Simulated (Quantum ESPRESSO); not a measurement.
# TiTe (P6_3/mmc) in Quantum ESPRESSO: a series of runs

The runs below take TiTe through band structure, with LDA, r2SCAN.

Program: Quantum ESPRESSO 7.5. These are calculated values, not measurements. Logs are shortened: lines on timing, memory, paths and dates and some standing lists are left out, and cuts for length are marked.

**1. The crystal as given**

The structure is hexagonal, space group P6_3/mmc (No. 194). Conventional cell: a = 3.842 Å, b = 3.842 Å, c = 6.403 Å, α = 90.00°, β = 90.00°, γ = 120.00°. Around Te (site symmetry -6m2) lie 6 Ti at 2.74 Å. Ti (site symmetry -3m) is surrounded by 6 Te at 2.74 Å.

**2. Band structure, LDA**

pw.in

```
&CONTROL
  calculation = 'scf'
  prefix = 'pwscf'
  outdir = './tmp'
  pseudo_dir = './pseudo'
  tprnfor = .true.
  tstress = .true.
  disk_io = 'low'
/
&SYSTEM
  ibrav = 0
  celldm(1) = 8
  nat = 4
  ntyp = 2
  ecutwfc = 45
  ecutrho = 360
  nbnd = 26
  occupations = 'smearing'
  smearing = 'fd'
  degauss = 0.00367493
/
&ELECTRONS
  conv_thr = 8d-10
  electron_maxstep = 120
  mixing_beta = 0.5
/
ATOMIC_SPECIES
Te   127.6000 te_lda_v1.uspp.F.UPF
Ti    47.8670 ti_lda_v1.4.uspp.F.UPF
CELL_PARAMETERS alat
  0.9075409713515   0.0000000000000   0.0000000000000
 -0.4537704856758   0.7859535361562   0.0000000000000
  0.0000000000000   0.0000000000000   1.5124895469974
ATOMIC_POSITIONS crystal
Te     0.6666666667    0.3333333333    0.7500000000
Te     0.3333333333    0.6666666667    0.2500000000
Ti     0.0000000000    0.0000000000    0.5000000000
Ti     0.0000000000    0.0000000000    0.0000000000
K_POINTS automatic
8 8 4 0 0 0
```

bands.in

```
&CONTROL
  calculation = 'bands'
  prefix = 'pwscf'
  outdir = './tmp'
  pseudo_dir = './pseudo'
  disk_io = 'low'
  verbosity = 'high'
/
&SYSTEM
  ibrav = 0
  celldm(1) = 8
  nat = 4
  ntyp = 2
  ecutwfc = 45
  ecutrho = 360
  nbnd = 26
  occupations = 'smearing'
  smearing = 'fd'
  degauss = 0.00367493
/
&ELECTRONS
  conv_thr = 1d-08
  electron_maxstep = 120
  mixing_beta = 0.5
  diago_full_acc = .true.
  startingwfc = 'random'
/
ATOMIC_SPECIES
Te   127.6000 te_lda_v1.uspp.F.UPF
Ti    47.8670 ti_lda_v1.4.uspp.F.UPF
CELL_PARAMETERS alat
  0.9075409713515   0.0000000000000   0.0000000000000
 -0.4537704856758   0.7859535361562   0.0000000000000
  0.0000000000000   0.0000000000000   1.5124895469974
ATOMIC_POSITIONS crystal
Te     0.6666666667    0.3333333333    0.7500000000
Te     0.3333333333    0.6666666667    0.2500000000
Ti     0.0000000000    0.0000000000    0.5000000000
Ti     0.0000000000    0.0000000000    0.0000000000
K_POINTS crystal
60
 0.0000000000  0.0000000000  0.0000000000 1
 0.0625000000  0.0000000000  0.0000000000 1
 0.1250000000  0.0000000000  0.0000000000 1
 0.1875000000  0.0000000000  0.0000000000 1
 0.2500000000  0.0000000000  0.0000000000 1
 0.3125000000  0.0000000000  0.0000000000 1
 0.3750000000  0.0000000000  0.0000000000 1
 0.4375000000  0.0000000000  0.0000000000 1
 0.5000000000  0.0000000000  0.0000000000 1
 0.4583333333  0.0833333333  0.0000000000 1
 0.4166666667  0.1666666667  0.0000000000 1
 0.3750000000  0.2500000000  0.0000000000 1
 0.3333333333  0.3333333333  0.0000000000 1
 0.2962962963  0.2962962963  0.0000000000 1
 0.2592592593  0.2592592593  0.0000000000 1
 0.2222222222  0.2222222222  0.0000000000 1
 0.1851851852  0.1851851852  0.0000000000 1
 0.1481481481  0.1481481481  0.0000000000 1
 0.1111111111  0.1111111111  0.0000000000 1
 0.0740740741  0.0740740741  0.0000000000 1
 0.0370370370  0.0370370370  0.0000000000 1
 0.0000000000  0.0000000000  0.0000000000 1
 0.0000000000  0.0000000000  0.1250000000 1
 0.0000000000  0.0000000000  0.2500000000 1
 0.0000000000  0.0000000000  0.3750000000 1
 0.0000000000  0.0000000000  0.5000000000 1
 0.0625000000  0.0000000000  0.5000000000 1
 0.1250000000  0.0000000000  0.5000000000 1
 0.1875000000  0.0000000000  0.5000000000 1
 0.2500000000  0.0000000000  0.5000000000 1
 0.3125000000  0.0000000000  0.5000000000 1
 0.3750000000  0.0000000000  0.5000000000 1
 0.4375000000  0.0000000000  0.5000000000 1
 0.5000000000  0.0000000000  0.5000000000 1
 0.4666666667  0.0666666667  0.5000000000 1
 0.4333333333  0.1333333333  0.5000000000 1
 0.4000000000  0.2000000000  0.5000000000 1
 0.3666666667  0.2666666667  0.5000000000 1
 0.3333333333  0.3333333333  0.5000000000 1
 0.3030303030  0.3030303030  0.5000000000 1
 0.2727272727  0.2727272727  0.5000000000 1
 0.2424242424  0.2424242424  0.5000000000 1
 0.2121212121  0.2121212121  0.5000000000 1
 0.1818181818  0.1818181818  0.5000000000 1
 0.1515151515  0.1515151515  0.5000000000 1
 0.1212121212  0.1212121212  0.5000000000 1
 0.0909090909  0.0909090909  0.5000000000 1
 0.0606060606  0.0606060606  0.5000000000 1
 0.0303030303  0.0303030303  0.5000000000 1
 0.0000000000  0.0000000000  0.5000000000 1
 0.5000000000  0.0000000000  0.5000000000 1
 0.5000000000  0.0000000000  0.3750000000 1
 0.5000000000  0.0000000000  0.2500000000 1
 0.5000000000  0.0000000000  0.1250000000 1
 0.5000000000  0.0000000000  0.0000000000 1
 0.3333333333  0.3333333333  0.0000000000 1
 0.3333333333  0.3333333333  0.1250000000 1
 0.3333333333  0.3333333333  0.2500000000 1
 0.3333333333  0.3333333333  0.3750000000 1
 0.3333333333  0.3333333333  0.5000000000 1
```

Potentials or basis: GBRV 1.5 LDA.

Command:

```console
$ OMP_NUM_THREADS=1 mpirun -n 2 pw.x -nk 2 -in pw.in > pw.out
$ OMP_NUM_THREADS=1 mpirun -n 2 pw.x -nk 2 -in bands.in > bands.out
```

pw.out:

```text
This program is part of the open-source Quantum ESPRESSO suite
     for quantum simulation of materials; please cite
[... 6 lines left out ...]
     using ibrav=0 with symmetry is DISCOURAGED, use correct ibrav instead

     K-points division:     npool     =       2
     Subspace diagonalization in iterative solution of the eigenvalue problem:
     a serial algorithm will be used

     G-vector sticks info
     --------------------
     sticks:   dense  smooth     PW     G-vecs:    dense   smooth      PW
     Sum        1285     649    199                63733    22539    3695

     Using Slab Decomposition

     bravais-lattice index     =            0
     lattice parameter (alat)  =       8.0000  a.u.
     unit-cell volume          =     552.3641 (a.u.)^3
     number of atoms/cell      =            4
     number of atomic types    =            2
     number of electrons       =        36.00
     number of Kohn-Sham states=           26
     kinetic-energy cutoff     =      45.0000  Ry
     charge density cutoff     =     360.0000  Ry
     scf convergence threshold =      8.0E-10
     mixing beta               =       0.5000
     number of iterations used =            8  plain     mixing
     Exchange-correlation=  SLA  PZ   NOGX NOGC
                           (   1   1   0   0   0   0   0)

     celldm(1)=   8.000000  celldm(2)=   0.000000  celldm(3)=   0.000000
     celldm(4)=   0.000000  celldm(5)=   0.000000  celldm(6)=   0.000000

     crystal axes: (cart. coord. in units of alat)
               a(1) = (   0.907541   0.000000   0.000000 )
               a(2) = (  -0.453770   0.785954   0.000000 )
               a(3) = (   0.000000   0.000000   1.512490 )

     reciprocal axes: (cart. coord. in units 2 pi/alat)
               b(1) = (  1.101879  0.636170 -0.000000 )
               b(2) = (  0.000000  1.272340  0.000000 )
               b(3) = (  0.000000 -0.000000  0.661162 )

     PseudoPot. # 1 for Te read from file:
     te_lda_v1.uspp.F.UPF
     Pseudo is Ultrasoft + core correction, Zval =  6.0
     Generated by new atomic code, or converted to UPF format
     Using radial grid of  891 points,  5 beta functions with:
                l(1) =   0
                l(2) =   0
                l(3) =   1
                l(4) =   1
                l(5) =   2
     Q(r) pseudized with  6 coefficients,  rinner =    1.800   1.800   1.800
                                                       1.800   1.800

     PseudoPot. # 2 for Ti read from file:
     ti_lda_v1.4.uspp.F.UPF
     Pseudo is Ultrasoft + core correction, Zval = 12.0
     Generated by new atomic code, or converted to UPF format
     Using radial grid of  851 points,  6 beta functions with:
                l(1) =   0
                l(2) =   0
                l(3) =   1
                l(4) =   1
                l(5) =   2
                l(6) =   2
     Q(r) pseudized with  6 coefficients,  rinner =    1.000   1.000   1.000
                                                       1.000   1.000

     atomic species   valence    mass     pseudopotential
     Te                6.00   127.60000     Te( 1.00)
     Ti               12.00    47.86700     Ti( 1.00)

     24 Sym. Ops., with inversion, found (12 have fractional translation)

   Cartesian axes

     site n.     atom                  positions (alat units)
         1        Te     tau(   1) = (   0.4537705   0.2619845   1.1343672  )
         2        Te     tau(   2) = (  -0.0000000   0.5239690   0.3781224  )
         3        Ti     tau(   3) = (   0.0000000   0.0000000   0.7562448  )
         4        Ti     tau(   4) = (   0.0000000   0.0000000   0.0000000  )

     number of k points=    30  Fermi-Dirac smearing, width (Ry)=  0.0037
                       cart. coord. in units 2pi/alat
        k(    1) = (   0.0000000   0.0000000   0.0000000), wk =   0.0078125
        k(    2) = (   0.0000000   0.0000000   0.1652904), wk =   0.0156250
        k(    3) = (   0.0000000   0.0000000  -0.3305808), wk =   0.0078125
        k(    4) = (   0.0000000   0.1590425   0.0000000), wk =   0.0468750
        k(    5) = (   0.0000000   0.1590425   0.1652904), wk =   0.0937500
        k(    6) = (   0.0000000   0.1590425  -0.3305808), wk =   0.0468750
[... 22 lines left out ...]
        k(   29) = (   0.2754697   0.6361699   0.1652904), wk =   0.0937500
        k(   30) = (   0.2754697   0.6361699  -0.3305808), wk =   0.0468750

     Dense  grid:    63733 G-vectors     FFT dimensions: (  45,  45,  80)

     Smooth grid:    22539 G-vectors     FFT dimensions: (  32,  32,  54)

     Check: negative core charge=   -0.000003

     Initial potential from superposition of free atoms

     starting charge      33.9996, renormalised to      36.0000

     negative rho (up, down):  1.290E-03 0.000E+00
     Starting wfcs are   28 randomized atomic wfcs

     Self-consistent Calculation

     iteration #  1     ecut=    45.00 Ry     beta= 0.50
     Davidson diagonalization with overlap
     ethr =  1.00E-02,  avg # of iterations =  3.1

     Threshold (ethr) on eigenvalues was too large:
     Diagonalizing with lowered threshold

     Davidson diagonalization with overlap
     ethr =  6.19E-04,  avg # of iterations =  2.2

     negative rho (up, down):  1.163E-03 0.000E+00

     total energy              =    -291.69130659 Ry
     estimated scf accuracy    <       0.24744486 Ry

     iteration #  2     ecut=    45.00 Ry     beta= 0.50
     Davidson diagonalization with overlap
     ethr =  6.87E-04,  avg # of iterations =  3.9

     negative rho (up, down):  9.952E-04 0.000E+00

     total energy              =    -291.72048998 Ry
     estimated scf accuracy    <       0.15772628 Ry

     iteration #  3     ecut=    45.00 Ry     beta= 0.50
     Davidson diagonalization with overlap
     ethr =  4.38E-04,  avg # of iterations =  2.6
[... 60 lines left out ...]
     iteration # 10     ecut=    45.00 Ry     beta= 0.50
     Davidson diagonalization with overlap
     ethr =  5.49E-12,  avg # of iterations =  3.0

     negative rho (up, down):  7.942E-04 0.000E+00

     total energy              =    -291.75665292 Ry
     estimated scf accuracy    <          8.8E-10 Ry

     iteration # 11     ecut=    45.00 Ry     beta= 0.50
     Davidson diagonalization with overlap
     ethr =  2.46E-12,  avg # of iterations =  2.2

     negative rho (up, down):  7.942E-04 0.000E+00

     End of self-consistent calculation

          k = 0.0000 0.0000 0.0000 (  2791 PWs)   bands (ev):

   -44.6398 -44.6249 -21.2868 -21.2858 -21.2858 -21.2663 -21.2663 -21.1101
    -2.0110  -0.2861   4.9759   8.3628   8.3628  10.4084  11.0047  11.2069
    11.2069  11.4770  11.4770  11.5980  11.5980  13.0880  13.0880  14.3907
    15.0052  16.1826

          k = 0.0000 0.0000 0.1653 (  2840 PWs)   bands (ev):

   -44.6376 -44.6270 -21.2829 -21.2829 -21.2692 -21.2692 -21.2613 -21.1363
    -1.8234  -0.6415   5.6687   8.5694   8.5694   9.2092  10.1437  10.1437
    11.4983  11.6275  11.6275  12.3528  12.3528  13.3362  13.3362  13.4810
    15.7560  15.7560

          k = 0.0000 0.0000-0.3306 (  2822 PWs)   bands (ev):

   -44.6323 -44.6323 -21.2760 -21.2760 -21.2760 -21.2760 -21.1992 -21.1992
    -1.3062  -1.3062   7.3014   7.3014   9.1770   9.1770   9.1770   9.1770
    12.0241  12.0241  12.0241  12.0241  12.3561  12.3561  14.6286  14.6286
    14.6286  14.6286
[... 52 lines left out ...]
   -44.6350 -44.6246 -21.3237 -21.3045 -21.2923 -21.2769 -21.2499 -21.1299
    -0.6306  -0.1769   5.7873   6.3331   7.6184   8.4268   8.4748   9.0386
    10.5377  11.8077  12.4901  12.8157  12.9316  13.3969  13.5203  14.2967
    14.8984  15.1947

          k = 0.0000 0.4771-0.3306 (  2816 PWs)   bands (ev):

   -44.6298 -44.6298 -21.3141 -21.3141 -21.2846 -21.2846 -21.1902 -21.1902
    -0.4072  -0.4072   5.8989   5.8989   8.3257   8.3257   8.7140   8.7140
    11.1457  11.1457  12.6238  12.6238  13.1551  13.1551  14.1709  14.1709
    14.5276  14.5276

          k = 0.0000-0.6362 0.0000 (  2818 PWs)   bands (ev):

   -44.6367 -44.6220 -21.3349 -21.3063 -21.2972 -21.2750 -21.2723 -21.1039
    -0.2349  -0.2171   5.2770   6.8808   7.5514   7.6085   8.2612   9.0915
    10.1382  12.0004  12.6302  12.8069  12.9059  13.1982  13.4719  14.3264
    15.1342  15.5231

          k = 0.0000-0.6362 0.1653 (  2800 PWs)   bands (ev):

   -44.6345 -44.6241 -21.3307 -21.3105 -21.2939 -21.2782 -21.2479 -21.1289
    -0.2230  -0.2111   5.2985   6.1778   7.8648   8.1584   8.3640   8.9443
    10.4321  11.7896  12.8466  12.8554  12.9766  13.2302  13.3828  14.4699
    14.4996  15.0541

          k = 0.0000-0.6362-0.3306 (  2824 PWs)   bands (ev):

   -44.6293 -44.6293 -21.3206 -21.3206 -21.2861 -21.2861 -21.1887 -21.1887
    -0.2080  -0.2080   5.5422   5.5422   8.2870   8.2870   8.6332   8.6332
    11.1517  11.1517  12.9331  12.9331  13.1605  13.1605  13.8643  13.8643
    14.7978  14.7978

          k = 0.1377 0.2386 0.0000 (  2804 PWs)   bands (ev):

   -44.6385 -44.6237 -21.3045 -21.2912 -21.2816 -21.2810 -21.2704 -21.1077
    -1.5095  -0.1723   5.6196   7.5955   8.2026   8.3800   9.3255   9.4288
    10.7529  11.9989  12.4736  12.5104  12.6471  13.0110  14.1038  14.2926
    14.6760  14.8534

          k = 0.1377 0.2386 0.1653 (  2809 PWs)   bands (ev):

   -44.6364 -44.6259 -21.3011 -21.2881 -21.2850 -21.2735 -21.2559 -21.1334
    -1.3525  -0.4228   6.0168   7.7988   7.8646   8.4636   9.1302   9.2598
    11.2125  11.7171  12.0992  12.4381  12.8484  13.5624  13.6220  13.9062
    14.6016  14.9394
[... 80 lines left out ...]
   -44.6342 -44.6238 -21.3218 -21.3089 -21.3027 -21.2913 -21.2466 -21.1281
    -0.1050  -0.0752   5.8512   6.3884   6.8279   7.7757   8.0123   8.1178
    11.7234  11.9966  12.3600  12.8138  12.9750  13.0785  13.3683  13.9679
    14.8999  14.9102

          k = 0.2755 0.6362-0.3306 (  2806 PWs)   bands (ev):

   -44.6290 -44.6290 -21.3123 -21.3123 -21.3000 -21.3000 -21.1876 -21.1876
    -0.0856  -0.0856   6.0520   6.0520   7.1518   7.1518   8.3214   8.3214
    11.6991  11.6991  12.6329  12.6329  13.1164  13.1164  13.5445  13.5445
    15.6354  15.6354

     the Fermi energy is    12.0777 ev

!    total energy              =    -291.75665292 Ry
     estimated scf accuracy    <          2.7E-11 Ry
     smearing contrib. (-TS)   =      -0.00246320 Ry
     internal energy E=F+TS    =    -291.75418972 Ry

     The total energy is F=E-TS. E is the sum of the following terms:
     one-electron contribution =    -105.12707714 Ry
     hartree contribution      =      66.89183878 Ry
     xc contribution           =     -65.10669948 Ry
     ewald contribution        =    -188.41225187 Ry

     convergence has been achieved in  11 iterations

     negative rho (up, down):  7.942E-04 0.000E+00

     Forces acting on atoms (cartesian axes, Ry/au):

     atom    1 type  1   force =    -0.00000000   -0.00000000    0.00000000
     atom    2 type  1   force =     0.00000000    0.00000000   -0.00000000
     atom    3 type  2   force =    -0.00000000   -0.00000000    0.00000000
     atom    4 type  2   force =     0.00000000    0.00000000   -0.00000000

     Total force =     0.000000     Total SCF correction =     0.000000

     Computing stress (Cartesian axis) and pressure

     negative rho (up, down):  7.942E-04 0.000E+00
          total   stress  (Ry/bohr**3)                   (kbar)     P=       10.88
  -0.00002846  -0.00000000   0.00000000           -4.19       -0.00        0.00
  -0.00000000  -0.00002846  -0.00000000           -0.00       -4.19       -0.00
   0.00000000   0.00000000   0.00027870            0.00        0.00       41.00

=------------------------------------------------------------------------------=
   JOB DONE.
=------------------------------------------------------------------------------=
```

Wall time 34 s (2 MPI ranks of AMD EPYC 9R45 (Zen 5), shared host); peak memory 0.38 GiB.

Results:

```
Free energy            : -3969.5515 eV
Pressure               : 1.1 GPa
Band gap on the k mesh : none (metal or under the smearing width)
```

Stress tensor (GPa, compression positive):
```
-0.42  0.00  0.00
 0.00 -0.42  0.00
 0.00  0.00  4.10
```

Levels at the corners of the path, in eV from the Fermi level:
```
point  band 16  band 17  band 18  band 19  band 20  band 21
    Γ    -0.87    -0.87    -0.60    -0.60    -0.48    -0.48
    M    -2.99    -1.94    -0.08     0.55     0.73     0.83
    K    -3.95    -0.11     0.41     0.41     0.42     0.42
    Γ    -0.87    -0.87    -0.60    -0.60    -0.48    -0.48
    A    -2.90    -0.05    -0.05    -0.05    -0.05     0.28
    L    -3.44    -0.93    -0.93     0.86     0.86     1.08
    H    -3.77    -0.29    -0.29     0.46     0.46     1.25
    A    -2.90    -0.05    -0.05    -0.05    -0.05     0.28
    L    -3.44    -0.93    -0.93     0.86     0.86     1.08
    M    -2.99    -1.94    -0.08     0.55     0.73     0.83
    K    -3.95    -0.11     0.41     0.41     0.42     0.42
    H    -3.77    -0.29    -0.29     0.46     0.46     1.25
```

Caveat: spin-orbit coupling is left out, which moves the levels of the heavy elements.

[end of part 1 of 2]
